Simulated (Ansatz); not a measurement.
Input of an Ansatz 0.2.0 run:

Contents of input.yaml:

```yaml
crystal:
  lattice:
    - [0.0, 2.72525, 2.72525]
    - [2.72525, 0.0, 2.72525]
    - [2.72525, 2.72525, 0.0]
  atoms:
    - { symbol: Ga, position: [0.0, 0.0, 0.0] }
    - { symbol: P, position: [0.75, 0.75, 0.75] }
hamiltonian:
  xc: pbe
  pseudopotentials: { kind: paw }
kpoints:
  mp_grid: { grid: [8, 8, 8] }
scf:
  occupations: { method: gaussian, width: 0.026 }
output:
  forces: true
  stress: true
  eigenvalues: true
```

Potentials or basis: Ansatz PAW.

Launch:

```bash
$ ansatz run input.yaml --threads 2 --pin off --max-ram 5632MiB --backend cpu --events-out ev --progress --plain --runs-dir out
```

(1) Estimate the band gap on the k mesh.

(2) What does it give for the pressure?

Results:

(1) 1.64 eV, indirect (least direct gap 1.83 eV).

(2) 2.5 GPa.

**The experiment to reproduce.**

From “Stacking defects in GaP nanowires: Electronic structure and optical properties”, 2018, arxiv:1810.01194, for a bulk crystal of GaP at 10 K: band gap 2.34 eV (indirect).

A measured gap of GaP is 2.34 eV (indirect; 10 K; quoted in “Stacking defects in GaP nanowires: Electronic structure and optical properties”, 2018, arxiv:1810.01194); the calculated 1.64 eV misses it by -0.70 eV. Spin-orbit coupling on Ga is left out. The value is that of PBE on a finite k mesh, which can miss the band edges, without temperature or zero-point motion. Semilocal functionals fall short of measured gaps as a rule.
